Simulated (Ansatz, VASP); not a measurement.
# One calculation of Ni, two programs

The input INCAR:

```
PREC = Accurate
ENCUT = 520
EDIFF = 1E-6
ISMEAR = -1
SIGMA = 0.1
LREAL = F
LASPH = T
NELM = 100
ALGO = Normal
ISIF = 2
LWAVE = F
LCHARG = F
NBANDS = 17
```

Contents of KPOINTS:

```
regular mesh
0
Gamma
  12 12 12
```

The input POSCAR:

```
Ni
1.0
    0.0000000000      2.3651929938      2.3651929938
    2.3651929938      0.0000000000      2.3651929938
    2.3651929938      2.3651929938      0.0000000000
Ni
2
Direct
    0.1250000000      0.1250000000      0.1250000000
    0.8750000000      0.8750000000      0.8750000000
```

Input for Ansatz:

```yaml
crystal:
  lattice:
    - [0.0, 2.3651929938, 2.3651929938]
    - [2.3651929938, 0.0, 2.3651929938]
    - [2.3651929938, 2.3651929938, 0.0]
  atoms:
    - { symbol: Ni, position: [0.125, 0.125, 0.125] }
    - { symbol: Ni, position: [0.875, 0.875, 0.875] }
hamiltonian:
  xc: lda
  pseudopotentials:
    kind: paw
    azcp:
      Ni: "pseudopotentials/Ni.paw.azcp"
basis:
  ecutwfc: 420
  fft_grid_basis: typed
kpoints:
  mp_grid: { grid: [12, 12, 12], shift: [0, 0, 0] }
magnetization:
  spin_polarized: false
scf:
  occupations: { method: fermi_dirac, width: 0.1 }
  lower_state_search: "off"
output:
  stress: true
```

Alike in both runs: task single point; functional LDA; k mesh 12 × 12 × 12; occupations fermi-dirac, width 0.1 eV; no spin polarisation.

|  | VASP | Ansatz |
| --- | --- | --- |
| version | VASP 6.6.1 | Ansatz 0.2.0 |
| potentials or method | VASP PAW LDA potentials, release 64 (Ni) | plane waves (420 eV) with PAW, scalar-relativistic |
| plane-wave cutoff (eV) | 520 | 420 |
| valence electrons in the cell | 20 | 36 |

|  | VASP | Ansatz | Ansatz less VASP |
| --- | --- | --- | --- |
| pressure (GPa) | 19.8 | 20.9 | +1.09 |

The two sets of potentials don't hold the same shells in valence. Ansatz warned: «pseudo_functional_mismatch».

Caveats: so large a pressure means that the cell lies far from this level's equilibrium, or that cutoff or potentials fall short (VASP); the run has no spin polarisation, though such a crystal can be magnetic. Spin polarisation is off, so any magnetic state and its effect on volume and gap are missing.
